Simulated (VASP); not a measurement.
# Dielectric function of BeS

Wanted: where BeS absorbs light, and how strongly it screens. The cell is of the zinc-blende type, one of the forms listed for this formula. The start is a cell from a database of measured crystal structures.

Calculated with VASP 6.6.1; PBE; plane waves and PAW (S, Be), in the first sound run; inputs show where later runs differ.

The database entry behind the starting cell differs from later determinations by our own check (0.1 to 0.3 % short, probably kX units), so it need not match the best structure at ambient conditions.

**1. The starting structure**

It takes space group F-43m (No. 216, cubic). Conventional cell: a = 4.850 Å, b = 4.850 Å, c = 4.850 Å, α = 90.00°, β = 90.00°, γ = 90.00°. S has 4 Be at 2.10 Å nearest. Be has 4 S at 2.10 Å nearest. Farther neighbours and most contacts between anions are not listed.

Coordinates:

```
S Be
1.0
     0.00000    2.42500    2.42500
     2.42500    0.00000    2.42500
     2.42500    2.42500    0.00000
S Be
1 1
Direct
  0.75000 0.75000 0.75000
  0.00000 0.00000 0.00000
```

**2. Ground state**

The ground state comes first.

INCAR reads:

```
SYSTEM = BeS
PREC = Accurate
ENCUT = 400
EDIFF = 1E-07
NELM = 100
ISMEAR = 0
SIGMA = 0.05
LREAL = .FALSE.
ALGO = Normal
GGA = PE
NBANDS = 10
LORBIT = 11
LWAVE = .FALSE.
LCHARG = .FALSE.
KPAR = 4
```

POSCAR reads:

```
BeS
1.0
    0.0000000000      2.4250000000      2.4250000000
    2.4250000000      0.0000000000      2.4250000000
    2.4250000000      2.4250000000      0.0000000000
S Be
1 1
Direct
    0.7500000000      0.7500000000      0.7500000000
    0.0000000000      0.0000000000      0.0000000000
```

KPOINTS reads:

```
Automatic mesh
0
Gamma
8 8 8
0 0 0
```

Potentials, in the order of the species: S and Be (PBE family, release 64).

Launch:

```sh
mpirun -np 4 vasp_std
```

Log:

```text
[banner, memory and clock lines left out]
running    4 mpi-ranks, on    1 nodes
 distrk:  each k-point on    1 cores,    4 groups
 distr:  one band on    1 cores,    1 groups

 POSCAR found type information on POSCAR S Be
 POSCAR found :  2 types and       2 ions
 LDA part: xc-table for (Slater+PW92), standard interpolation
 POSCAR, INCAR and KPOINTS ok, starting setup
 FFT: planning ... GRIDC
 FFT: planning ... GRID_SOFT
 FFT: planning ... GRID
 WAVECAR not read
 entering main loop
       N       E                     dE             d eps       ncg     rms          rms(c)
DAV:   1     0.154743220722E+02    0.15474E+02   -0.34303E+03   580   0.560E+02
DAV:   2    -0.934256746819E+01   -0.24817E+02   -0.24378E+02   792   0.107E+02
DAV:   3    -0.101799692989E+02   -0.83740E+00   -0.83641E+00   766   0.210E+01
DAV:   4    -0.101844942553E+02   -0.45250E-02   -0.45241E-02   764   0.171E+00
DAV:   5    -0.101845242653E+02   -0.30010E-04   -0.30009E-04   702   0.115E-01    0.566E+00
DAV:   6    -0.100490744301E+02    0.13545E+00   -0.12320E-01   658   0.180E+00    0.386E+00
DAV:   7    -0.100081329788E+02    0.40941E-01   -0.12302E-01   686   0.197E+00    0.990E-01
DAV:   8    -0.100093109789E+02   -0.11780E-02   -0.66561E-03   756   0.443E-01    0.146E-01
DAV:   9    -0.100094092471E+02   -0.98268E-04   -0.50691E-04   724   0.149E-01    0.291E-02
DAV:  10    -0.100094459386E+02   -0.36691E-04   -0.73294E-05   716   0.499E-02    0.946E-03
DAV:  11    -0.100094511907E+02   -0.52520E-05   -0.16731E-05   682   0.226E-02    0.796E-03
DAV:  12    -0.100094514420E+02   -0.25138E-06   -0.42533E-07   700   0.478E-03    0.305E-03
DAV:  13    -0.100094516072E+02   -0.16516E-06   -0.15621E-07   634   0.212E-03    0.331E-03
DAV:  14    -0.100094515441E+02    0.63072E-07   -0.15020E-08   348   0.638E-04
   1 F= -.10009452E+02 E0= -.10009452E+02  d E =-.274311E-14
```

Run time: 1.6 s. Hardware: 4 MPI ranks of Intel Xeon 6975P-C (Granite Rapids), shared host; peak memory 0.48 GiB; 4.5 s of CPU time.

Lines that name or quote the potential files are left out of all logs, and their timing lines are given in words.

Parts of OUTCAR (step 2):

```text
ion  position               nearest neighbor table
   1  0.750  0.750  0.750-   2 2.10   2 2.10   2 2.10   2 2.10
   2  0.000  0.000  0.000-   1 2.10   1 2.10   1 2.10   1 2.10

  LATTYP: Found a face centered cubic cell.
 ALAT       =     4.8500000000

 Subroutine GETGRP returns: Found 24 space group operations
 (whereof 24 operations were pure point group operations)

The static configuration has the point symmetry T_d .

 Found     29 irreducible k-points:

   k-points           NKPTS =     29   k-points in BZ     NKDIM =     29   number of bands    NBANDS=     10

   dimension x,y,z NGX =    24 NGY =   24 NGZ =   24
   dimension x,y,z NGXF=    48 NGYF=   48 NGZF=   48

   ENCUT  =  400.0 eV  29.40 Ry    5.42 a.u.   5.59  5.59  5.59*2*pi/ulx,y,z

   NELECT =       8.0000    total number of electrons

 k-points in reciprocal lattice and weights: Automatic mesh
   0.00000000  0.00000000  0.00000000       0.002
   0.12500000  0.00000000  0.00000000       0.016
   0.25000000  0.00000000  0.00000000       0.016
   0.37500000  0.00000000  0.00000000       0.016
   0.50000000  0.00000000  0.00000000       0.008
   0.12500000  0.12500000  0.00000000       0.012
   0.25000000  0.12500000  0.00000000       0.047
   0.37500000  0.12500000  0.00000000       0.047
   0.50000000  0.12500000  0.00000000       0.047
[...]
-0.37500000  0.50000000  0.12500000       0.023
  -0.25000000  0.50000000  0.25000000       0.012

 average (electrostatic) potential at core
       1 -86.1752       2 -34.4309

 E-fermi :   4.4250

 k-point     1 :       0.0000    0.0000    0.0000
  band No.  band energies     occupation
      1      -9.5177      2.00000
      2       4.1759      2.00000
      3       4.1759      2.00000
      4       4.1759      2.00000
      5       9.8451      0.00000
      6       9.8451      0.00000
      7       9.8451      0.00000
      8      10.0609      0.00000
      9      16.9894      0.00000
    ...

 k-point     2 :       0.1250    0.0000    0.0000
  band No.  band energies     occupation
      1      -9.3403      2.00000
      2       2.9746      2.00000
      3       3.9766      2.00000
      4       3.9766      2.00000
      5       9.7833      0.00000
      6      10.2016      0.00000
      7      10.2016      0.00000
      8      11.3393      0.00000
      9      16.3011      0.00000
    ...

 k-point     3 :       0.2500    0.0000    0.0000
  band No.  band energies     occupation
      1      -8.8516      2.00000
      2       0.8707      2.00000
      3       3.5791      2.00000
      4       3.5791      2.00000
      5       9.7322      0.00000
      6      10.7467      0.00000
      7      10.7467      0.00000
      8      13.4494      0.00000
      9      16.0637      0.00000
    ...

  Total        0.2790482      0.2790482      0.2790482      0.0000000      0.0000000      0.0000000
  in kB       15.6756138     15.6756138     15.6756138      0.0000000      0.0000000      0.0000000
  external PRESSURE =      15.6756138 kB  Pullay stress =       0.0000000 kB

  energy-cutoff  :      400.00
  volume of cell :       28.52
      direct lattice vectors                 reciprocal lattice vectors
     0.000000000  2.425000000  2.425000000    -0.206185567  0.206185567  0.206185567
     2.425000000  0.000000000  2.425000000     0.206185567 -0.206185567  0.206185567
     2.425000000  2.425000000  0.000000000     0.206185567  0.206185567 -0.206185567

 POSITION                                       TOTAL-FORCE (eV/Angst)
 -----------------------------------------------------------------------------------
      3.63750      3.63750      3.63750         0.000000      0.000000      0.000000
      0.00000      0.00000      0.00000        -0.000000     -0.000000     -0.000000
 -----------------------------------------------------------------------------------
    total drift:                               -0.000000     -0.000000     -0.000000

  FREE ENERGIE OF THE ION-ELECTRON SYSTEM (eV)
  ---------------------------------------------------
  free  energy   TOTEN  =       -10.0094515441 eV

  energy  without entropy=      -10.0094515441  energy(sigma->0) =      -10.00945154

 total charge
# of ion       s       p       d       tot
------------------------------------------
    1        1.305   2.531   0.000   3.836
    2        0.388   0.653   0.000   1.041
--------------------------------------------------
tot          1.694   3.184   0.000   4.878

[... 3 further parts left out ...]
```

The gap is read on the k-mesh alone, so it is an upper bound where the band edges lie off the mesh.

Numbers from this step:

| Item | Value |
| --- | --- |
| free energy (TOTEN) | -10.01 eV |
| Fermi energy | 4.425 eV |
| pressure | 1.568 GPa |
| gap on the k-mesh | 3.110 eV |
| least direct gap on the k-mesh | 5.669 eV |

The cell has a gap of 3.11 eV on this mesh.

**3. Spectrum**

LOPTICS sums the direct transitions; the mesh is finer and NBANDS larger than for the ground state.

Edit INCAR of step 2 so:

```diff
@@ -10,4 +10,3 @@
 GGA = PE
-NBANDS = 10
-LORBIT = 11
+NBANDS = 20
 LWAVE = .FALSE.
@@ -15 +14,4 @@
 KPAR = 4
+LOPTICS = .TRUE.
+NEDOS = 2000
+CSHIFT = 0.15
```

POSCAR is that of step 2.

KPOINTS reads:

```
Automatic mesh
0
Gamma
12 12 12
0 0 0
```

Launch:

```sh
mpirun -np 4 vasp_std
```

Log:

```text
[... set-up lines as in an earlier step ...]
 entering main loop
       N       E                     dE             d eps       ncg     rms          rms(c)
DAV:   1     0.171628178735E+02    0.17163E+02   -0.30643E+03  2888   0.283E+02
DAV:   2    -0.936628489138E+01   -0.26529E+02   -0.25455E+02  3816   0.766E+01
DAV:   3    -0.101817592008E+02   -0.81547E+00   -0.81204E+00  3572   0.117E+01
DAV:   4    -0.101846558369E+02   -0.28966E-02   -0.28964E-02  3508   0.803E-01
DAV:   5    -0.101846681239E+02   -0.12287E-04   -0.12287E-04  3568   0.527E-02    0.566E+00
DAV:   6    -0.100491378660E+02    0.13553E+00   -0.77943E-02  3380   0.899E-01    0.382E+00
DAV:   7    -0.100083027621E+02    0.40835E-01   -0.87674E-02  3688   0.102E+00    0.984E-01
DAV:   8    -0.100095214496E+02   -0.12187E-02   -0.56423E-03  3240   0.239E-01    0.185E-01
DAV:   9    -0.100096220957E+02   -0.10065E-03   -0.46883E-04  3288   0.870E-02    0.514E-02
DAV:  10    -0.100096311065E+02   -0.90109E-05   -0.16530E-05  3688   0.136E-02    0.146E-02
DAV:  11    -0.100096480540E+02   -0.16948E-04   -0.17557E-05  3160   0.155E-02    0.761E-03
DAV:  12    -0.100096482751E+02   -0.22106E-06   -0.14984E-07  3600   0.163E-03    0.158E-03
DAV:  13    -0.100096483743E+02   -0.99232E-07   -0.42587E-08  3192   0.810E-04
   1 F= -.10009648E+02 E0= -.10009648E+02  d E =-.296606E-11
 optical routines
 imaginary and real dielectric function
 recalculating local potential from charge density
 direction            1
 direction            2
 direction            3
```

Wall time 3.6 s (4 MPI ranks); peak memory 0.6 GiB.

Parts of OUTCAR (step 3):

```text
The static configuration has the point symmetry T_d .

 Found     72 irreducible k-points:

   k-points           NKPTS =     72   k-points in BZ     NKDIM =     72   number of bands    NBANDS=     20

   NELECT =       8.0000    total number of electrons

 E-fermi :   4.3795

 k-point     1 :       0.0000    0.0000    0.0000
  band No.  band energies     occupation
      1      -9.5179      2.00000
      2       4.1757      2.00000
      3       4.1757      2.00000
      4       4.1757      2.00000
      5       9.8451      0.00000
      6       9.8451      0.00000
      7       9.8451      0.00000
      8      10.0607      0.00000
      9      16.9893      0.00000
    ...

 k-point     2 :       0.0833    0.0000    0.0000
  band No.  band energies     occupation
      1      -9.4382      2.00000
      2       3.5793      2.00000
      3       4.0813      2.00000
      4       4.0813      2.00000
      5       9.7988      0.00000
      6      10.0164      0.00000
      7      10.0164      0.00000
      8      10.7123      0.00000
      9      16.6017      0.00000
    ...

  Total        0.2786154      0.2786154      0.2786154     -0.0000000      0.0000000     -0.0000000
  in kB       15.6513037     15.6513037     15.6513037     -0.0000000      0.0000000     -0.0000000
  external PRESSURE =      15.6513037 kB  Pullay stress =       0.0000000 kB

  FREE ENERGIE OF THE ION-ELECTRON SYSTEM (eV)
  ---------------------------------------------------
  free  energy   TOTEN  =       -10.0096483743 eV

  energy  without entropy=      -10.0096483743  energy(sigma->0) =      -10.00964837

 plasma frequency squared (from intraband transitions) (eV^2)
  --------------------------------------------------------------------------------------
       0.000       0.000       0.000
      -0.000       0.000      -0.000
       0.000       0.000       0.000

[... 7 parts as in an earlier step ...]

[... 6 further parts left out ...]
```

These are independent-particle spectra without excitons or local fields, and fine structure depends on the mesh and on CSHIFT.

This step gave:

| Property | Result |
| --- | --- |
| Fermi energy | 4.380 eV |
| pressure | 1.565 GPa |

Absorption under the direct gap is the tail of the CSHIFT broadening, and fine structure depends on the mesh. The imaginary dielectric function, xx by photon energy; read off at these points:

```csv
photon energy (eV),"imaginary dielectric function, xx"
0.00,0
0.50,0.0129
1.00,0.0266
1.50,0.0420
2.00,0.0605
2.50,0.0840
3.00,0.116
3.50,0.161
4.00,0.234
4.50,0.364
5.00,0.659
5.50,1.97
6.00,8.68
6.50,15.2
6.94,19.5
7.00,18.6
7.50,16.2
8.00,10.2
8.50,6.85
9.00,6.10
9.50,6.29
10.00,4.01
10.50,2.15
11.00,2.03
11.50,2.91
12.00,2.45
12.50,1.63
13.00,1.59
13.50,1.37
14.00,0.932
14.50,0.923
15.00,0.931
15.50,0.752
16.00,0.550
16.50,0.656
17.00,0.617
17.50,0.484
18.00,0.394
18.50,0.411
19.00,0.366
19.50,0.397
20.00,0.380
20.50,0.263
21.00,0.227
21.50,0.231
22.00,0.145
22.50,0.134
23.00,0.109
23.50,0.102
24.00,0.102
24.50,0.0854
```

The real dielectric function, xx by photon energy:

photon energy (eV), real dielectric function, xx and a bar from the least value:
```
        0        5.8 ################
        1        5.8 ################
        2        6.1 ################
        3        6.7 #################
        4        7.8 ###################
        5       10.3 #######################
        6       15.1 ##############################
        7        2.7 ###########
        8       -3.9 #
        9       -2.9 ##
       10       -4.5 
       11       -1.8 ####
       12       -2.1 ####
       13       -1.3 #####
       14       -1.1 #####
       15       -0.9 #####
       16       -0.7 ######
       17       -0.5 ######
       18       -0.3 ######
       19       -0.2 #######
       20       -0.2 #######
       21        0.0 #######
       22        0.1 #######
       23        0.2 #######
       24        0.3 #######
```

(Continued in part 2 of 3.)

[Lines on the potential files, build, host, timing and source positions are cut from VASP's logs without a mark.]

[Logs are printed without paths, hosts, clocks, repeated set-up lines and the standing remarks that a program may print on its own settings, such as how far it seeks lower states.]

[Hosts, paths, dates, database ids (printed as entryN), source tags and the programs' standing remarks are cut or masked in the printed files.]
